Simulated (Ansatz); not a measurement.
**A strain series on GaN (zincblende): xy shear, engineering strain (angle)**

GaN in the zincblende structure, relaxed with r2SCAN in Ansatz, then strained (xy shear, engineering strain (angle); angles, axes as in the cell below) with the atoms relaxed again within the symmetry that is left. The symmetry is F-43m (No. 216, cubic); conventional cell a = 4.498 Å, 11.37 Å³ an atom. Ga is surrounded by 4 N at 1.95 Å; N is surrounded by 4 Ga at 1.95 Å. No spin polarisation and no zero-point or thermal motion.

```xyz
2
Lattice="0.0000 2.2490 2.2490 2.2490 0.0000 2.2490 2.2490 2.2490 0.0000" Properties=species:S:1:pos:R:3 pbc="T T T"
Ga    0.0000    0.0000    0.0000
N     1.1245    1.1245    1.1245
```

Gaps are the least over each mesh (PBE 10×10×10, r2SCAN 10×10×10, HSE06 6×6×6 when unstrained) and the special points, which keep their unstrained names; stress is the change from the unstrained cell, compression positive.

```tsv
strain (%)	gap, PBE (eV)	gap, r2SCAN (eV)	gap, HSE06 (eV)	edges, HSE06	xy stress, r2SCAN (GPa)	energy rise, r2SCAN (meV/atom)
-4.95	1.540	1.949	2.793	Γ	+8.01	14.1
-1.64	1.696	2.108	2.948	Γ	+2.65	1.5
0.0	1.756	2.168	3.005	Γ	0.00	0.0
+5.67	1.500	1.907	2.752	Γ	-9.18	18.4
```

**Question.** Estimate the row for a strain of -1.0 %.

**Answer.**
```tsv
strain (%)	gap, PBE (eV)	gap, r2SCAN (eV)	gap, HSE06 (eV)	edges, HSE06	xy stress, r2SCAN (GPa)	energy rise, r2SCAN (meV/atom)
-1.0	1.721	2.133	2.972	Γ	+1.62	0.6
```

The meshes of the hybrids are coarse, so their gaps aren't converged to the digits shown.
